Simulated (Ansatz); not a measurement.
Calculated O-17 NMR of the central transition for SiO2

Cell: a Materials Project structure (computed, not necessarily an observed phase), ions relaxed with PBE at fixed cell.

Space group P2_13 (No. 198); a = 7.0818 Å.

| site | Wyckoff | site symmetry | x | y | z |
| --- | --- | --- | --- | --- | --- |
| Si1 | 4a | .3. | 0.9771 | 0.5229 | 0.4771 |
| Si5 | 4a | .3. | 0.7142 | 0.7858 | 0.2142 |
| O9 | 12b | 1 | 0.8607 | 0.3328 | 0.5326 |
| O17 | 4a | .3. | 0.1542 | 0.1542 | 0.1542 |

One atom of each set is listed.

Computed with Ansatz: DFT, r2SCAN, plane waves and PAW (field gradients read without the response of the frozen cores, which leaves them typically 4 to 6 % off), scalar-relativistic, 500 eV cutoff, Γ-centred 3×3×3 k-points, Fermi–Dirac smearing 0.02 eV.

O-17 has I = 5/2 and Q = -25.58 mb (Pyykkö 2018); at 7.05 T its Larmor frequency is ν₀ = 40.7 MHz. Only the quadrupole interaction is simulated: positions count from each site's isotropic chemical shift, and J coupling is left out, as are shift anisotropy and dipolar coupling, which fast spinning averages.

The O sites: O9 (12 atoms; 2 Si at 1.62–1.63 Å, angle 142°); O17 (4 atoms; 2 Si at 1.61 Å, angle 180°).

Fitted components of the simulated spectrum:

```
component  |C_Q| (MHz)     η
        A         5.96  0.22
        B         6.71  0.00
```

(1) Which site most likely gives which component?

## Answers

(1) By the calculation, A is O9, B is O17. An axis of threefold or higher order runs through O17, so V_zz lies along it and η is zero. At O9 V_zz runs parallel to the line that joins its two neighbours (within 1°). Like point charges on the first shell alone (each adding as 1/d³) would give the same order.

The largest force is 0.3 eV/Å, so the atoms aren't at the calculated equilibrium and relaxing them would move these values.
